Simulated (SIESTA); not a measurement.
# Sn under changes of volume

One of the cells (27.650 Å³/atom); the others are scaled copies at fixed shape and fractional positions:

```
CELL_PARAMETERS angstrom
-2.94014 2.94014 1.59930
2.94014 -2.94014 1.59930
2.94014 2.94014 -1.59930
ATOMIC_POSITIONS crystal
Sn 0.00000 0.00000 0.00000
Sn 0.75000 0.25000 0.50000
```

- Program: SIESTA 5.4.2
- Functional: PBE
- Potentials or basis: PseudoDojo 0.4 standard (PBE files)
- Basis: TZDP (energy shift 0.003 Ry; two zetas on semicore shells)
- Grid cutoff: 500 Ry
- Energy shift: 0.003 Ry
- k mesh: 9 × 9 × 9
- Occupations: fermi-dirac, width 0.05 eV
- Spin: no spin polarisation

```csv
volume (Å³/atom),energy over the lowest point (meV/atom),pressure (GPa)
25.991,44.37,5.7
26.544,27.25,4.3
27.097,14.54,3.1
27.650,?,?
28.203,1.56,0.9
28.756,0.00,0.0
29.309,1.47,-0.8
```

Q: What does the run at 27.650 Å³/atom give?

A: Energy over the lowest point 6.19 meV/atom; pressure 1.8 GPa.

Worked out: A Birch-Murnaghan fit of order 3 (a polynomial in V^(-2/3)) to the other rows has its minimum at 28.75 Å³/atom with B0 = V·E''(V) = 44 GPa and B' = 5.2 at fixed shape and positions, which overstates the stiffness. It gives 6.23 meV/atom at 27.650 Å³/atom, against the run's 6.19, and -dE/dV = 1.9 GPa, against 1.8.

Energies are extrapolated to zero smearing.

Caveats: the basis of atomic orbitals isn't converged, which shifts pressures, moduli and gaps.
